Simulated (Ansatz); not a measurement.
LiI (rock salt)

```
LiI
1.0
    0.00000     3.00952     3.00952
    3.00952     0.00000     3.00952
    3.00952     3.00952     0.00000
I Li
1 1
Direct
  0.00000   0.00000   0.00000
  0.50000   0.50000   0.50000
```

Calculation: PBE (plane waves to 420 eV, PAW, scalar-relativistic; Ansatz, a quantum-chemistry and plane-wave program). Harmonic phonons by density-functional perturbation theory on a 8×8×8 k mesh, in cm⁻¹; i marks imaginary ones, q is in fractions of the reciprocal vectors of the cell shown, and the three acoustic modes at Γ are left out. The non-analytic (LO-TO) term is not included, so polar modes at Γ have their transverse values. LiI was relaxed with its symmetry unable to fall. Spin-orbit coupling is left out, though I is heavy.

Problem. Is the structure dynamically stable at Γ, L = (0.5, 0.0, 0.0), X = (0.5, 0.5, 0.0)?

Solution. No imaginary mode at these points (lowest 43 cm⁻¹ at L = (0.5, 0.0, 0.0)); other wave vectors were not tested.

Problem. Predict the phonon wavenumbers at Γ, L = (0.5, 0.0, 0.0), X = (0.5, 0.5, 0.0).

Solution. 
```csv
q,wavenumbers (cm⁻¹)
Γ,118 (×3)
"L = (0.5, 0.0, 0.0)","43 (×2), 88, 154 (×2), 298"
"X = (0.5, 0.5, 0.0)","53 (×2), 78, 123 (×2), 132"
```
